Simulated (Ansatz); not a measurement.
The system is CdSe (Cadmoselite).

```
Cd Se
1.0
     4.30000    0.00000    0.00000
    -2.15000    3.72391    0.00000
     0.00000    0.00000    7.02000
Cd Se
2 2
Direct
  0.66667 0.33333 0.50000
  0.33333 0.66667 0.00000
  0.66667 0.33333 0.88500
  0.33333 0.66667 0.38500
```

```yaml
Program: Ansatz 0.2.0
Task: relaxation of cell and atoms
Functional: PBEsol
Dispersion: D4
Potentials_or_basis: Ansatz PAW
Cutoff: "420 eV (not typed: the program's choice for these potentials)"
k_mesh: 7 × 7 × 4
Occupations: tetrahedron
Spin: no spin polarisation
```

At the start: volume 28.10 Å³/atom.

How do energy, volume and symmetry change on relaxing?

It ends after 5 steps and the volume is 27.58 Å³/atom (-1.8 %); space group P6_3mc (No. 186, to 0.05 Å).

The path:
| step | energy change (eV) | largest force (eV/Å) | volume (Å³) |
| --- | --- | --- | --- |
| 1 | 0.0000 | 0.2647 | 112.41 |
| 2 | -0.0223 | 0.0395 | 109.26 |
| 3 | -0.0250 | 0.0109 | 110.47 |
| 4 | -0.0252 | 0.0007 | 110.33 |
| 5 | -0.0248 | 0.0007 | 110.33 |

Final structure:
```
CELL_PARAMETERS angstrom
4.27337 0.00000 0.00000
-2.13669 3.70085 0.00000
0.00000 0.00000 6.97627
ATOMIC_POSITIONS crystal
Cd 0.66667 0.33333 0.50470
Cd 0.33333 0.66667 0.00470
Se 0.66667 0.33333 0.88030
Se 0.33333 0.66667 0.38030
```

Caveat: the plane-wave basis is chosen anew once the cell has moved, so the energies of steps on either side of that aren't comparable; the PAW data sets come from PBE, with cores solved anew for the run's functional, which leaves a small shift of forces and pressure; with tetrahedron occupations forces and stress needn't match the slope of the energy.
